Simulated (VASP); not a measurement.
The system is BN.

```
N B
1.0
     0.00000    3.49532    2.16609
     1.25163    0.00000    2.16609
     1.25163    3.49532    0.00000
N B
1 1
Direct
  0.66665 0.66665 0.33335
  0.00005 0.00005 0.99995
```

Measurements of this composition are mostly on another form, of space group No. 194.

Base run:

| Quantity | Value |
| --- | --- |
| Program | VASP 6.6.1 |
| Functional | HSE06 |
| Potentials or basis | VASP PAW PBE potentials, release 64 (N, B) |
| Cutoff | 520 eV |
| k mesh | 8 × 8 × 8 |
| Occupations | gaussian, width 0.02 eV |
| Spin | no spin polarisation |

Its results: band gap on the k mesh 5.07 eV, indirect (least direct gap 6.18 eV); pressure -1.3 GPa; largest force 0.010 eV/Å.

The run is repeated on the same cell with these changes: functional from HSE06 to PBE-EpsX; further incar settings from ALGO = Normal; EDIFF = 1e-07 to ALGO = Normal; EDIFF = 1e-06. What comes out?

Band gap on the k mesh 5.86 eV, indirect (least direct gap 6.99 eV); pressure -1.5 GPa; largest force 0.010 eV/Å.

Caveats: the PAW data sets were made with another functional, which shifts forces and pressure a little.

A k mesh can miss the band edges.
